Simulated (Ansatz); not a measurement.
AlGa$_{3}$N$_{4}$: do energies and stresses tell the same story?

All numbers below come from Ansatz, DFT r2SCAN, scalar-relativistic, plane waves, PAW.

Cutoff 500 eV; k points 6×8×4 on the computed 8-atom cell (Γ-centred); Gaussian smearing, width 0.02 eV; no spin polarisation.

Relaxed cell: Pm, a = 5.139 Å, b = 3.163 Å, c = 5.477 Å, α = 90.00°, β = 90.04°, γ = 90.00°, 8 atoms in the primitive cell. Whether it is the stable form of this composition wasn't checked.

Energies at zero smearing and pressures from the stress tensor, at volumes with shape and atoms relaxed:
```json
{"V (Å³/atom)": "9.794", "E − E(first) (meV/atom)": "0.00", "P (GPa)": "33.44"}
{"V (Å³/atom)": "10.128", "E − E(first) (meV/atom)": "-58.55", "P (GPa)": "23.02"}
{"V (Å³/atom)": "10.462", "E − E(first) (meV/atom)": "-97.01", "P (GPa)": "14.12"}
{"V (Å³/atom)": "10.796", "E − E(first) (meV/atom)": "-118.30", "P (GPa)": "6.51"}
{"V (Å³/atom)": "11.130", "E − E(first) (meV/atom)": "-124.91", "P (GPa)": "0.00"}
{"V (Å³/atom)": "11.464", "E − E(first) (meV/atom)": "-118.94", "P (GPa)": "-5.58"}
{"V (Å³/atom)": "11.797", "E − E(first) (meV/atom)": "-102.22", "P (GPa)": "-10.34"}
{"V (Å³/atom)": "12.243", "E − E(first) (meV/atom)": "-65.87", "P (GPa)": "-15.63"}
```

Problem. Check P = −dE/dV between neighbouring volumes, and get the bulk modulus from the pressures alone.

Solution. With 1 eV/Å³ = 160.2 GPa:
```json
{"middle V (Å³/atom)": "9.961", "−ΔE/ΔV (GPa)": "28.093", "mean P (GPa)": "28.230"}
{"middle V (Å³/atom)": "10.295", "−ΔE/ΔV (GPa)": "18.457", "mean P (GPa)": "18.573"}
{"middle V (Å³/atom)": "10.629", "−ΔE/ΔV (GPa)": "10.218", "mean P (GPa)": "10.318"}
{"middle V (Å³/atom)": "10.963", "−ΔE/ΔV (GPa)": "3.169", "mean P (GPa)": "3.255"}
{"middle V (Å³/atom)": "11.297", "−ΔE/ΔV (GPa)": "-2.861", "mean P (GPa)": "-2.790"}
{"middle V (Å³/atom)": "11.630", "−ΔE/ΔV (GPa)": "-8.024", "mean P (GPa)": "-7.960"}
{"middle V (Å³/atom)": "12.020", "−ΔE/ΔV (GPa)": "-13.081", "mean P (GPa)": "-12.989"}
```

The two differ by 0.14 GPa at most. The mean of two end pressures misses the average over a step by about ΔV² P″/12, up to 0.14 GPa here; with that taken off 0.00 GPa remains. Around V = 11.130 Å³/atom, the two neighbours give B = −V ΔP/ΔV = 11.130 × 12.09 / 0.668 = 201.5 GPa, against B0 = 200.4 GPa from the Birch–Murnaghan fit of the energies.

Energies and stresses do tell the same story. The mean pressure lies above the energy slope in every interval because P(V) is convex: on compression, the short-range repulsion between overlapping electron shells rises steeply, and the crystal stiffens. The offset shrinks as the cell expands and this curvature weakens, except in the last interval, where the wider volume step enlarges it again. With curvature accounted for, no constant shift remains of the kind an incomplete plane-wave basis would leave, which suggests that Pulay stress is insignificant here.

The two bulk moduli, 201.5 and 200.4 GPa, are also compatible. A symmetric finite difference slightly overestimates the slope of such a stiffening curve at its centre, which probably accounts for most of the gap. Their size fits a tetrahedral nitride network held together by short, strong, polar covalent metal–nitrogen bonds. The agreement establishes internal consistency, not the accuracy of the functional, since an error in the energy surface would carry over into its derivative.
